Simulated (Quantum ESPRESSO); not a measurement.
A run of Quantum ESPRESSO 7.5 is set up as follows.

pw.in

```
&CONTROL
  calculation = 'scf'
  prefix = 'pwscf'
  outdir = './tmp'
  pseudo_dir = './pseudo'
  tprnfor = .true.
  tstress = .true.
  disk_io = 'nowf'
/
&SYSTEM
  ibrav = 0
  nat = 2
  ntyp = 2
  ecutwfc = 75
  nbnd = 20
  occupations = 'smearing'
  smearing = 'fd'
  degauss = 0.00367493
/
&ELECTRONS
  conv_thr = 4d-10
  electron_maxstep = 120
  mixing_beta = 0.5
/
ATOMIC_SPECIES
I    126.9045 I_ONCV_PBE-1.2.upf
K     39.0983 K_ONCV_PBE-1.2.upf
CELL_PARAMETERS angstrom
   0.0000000000    3.5327750000    3.5327750000
   3.5327750000    0.0000000000    3.5327750000
   3.5327750000    3.5327750000    0.0000000000
ATOMIC_POSITIONS crystal
I      0.5000000000    0.5000000000    0.5000000000
K      0.0000000000    0.0000000000    0.0000000000
K_POINTS automatic
4 4 4 0 0 0
```

Potentials or basis: SG15 PBE 1.2.

Command:

```bash
$ OMP_NUM_THREADS=1 mpirun -n 4 pw.x -nk 2 -in pw.in > pw.out
```

Q: What does it give for the band gap on the k mesh?

A: 3.96 eV, direct.

Q: Predict the pressure.

A: 0.6 GPa.

Caveat: spin-orbit coupling is left out, which moves the levels of the heavy elements.

**Measured values to compare with.**

A printed reference work, monograph reports, for a bulk crystal of KI: band gap 6.32 eV.

A measured gap of KI is 6.32 eV (a printed reference work, monograph); the calculated 3.96 eV misses it by -2.36 eV. Spin-orbit coupling on I is left out. The value is that of PBE, without temperature or zero-point motion. Semilocal functionals fall short of measured gaps as a rule.
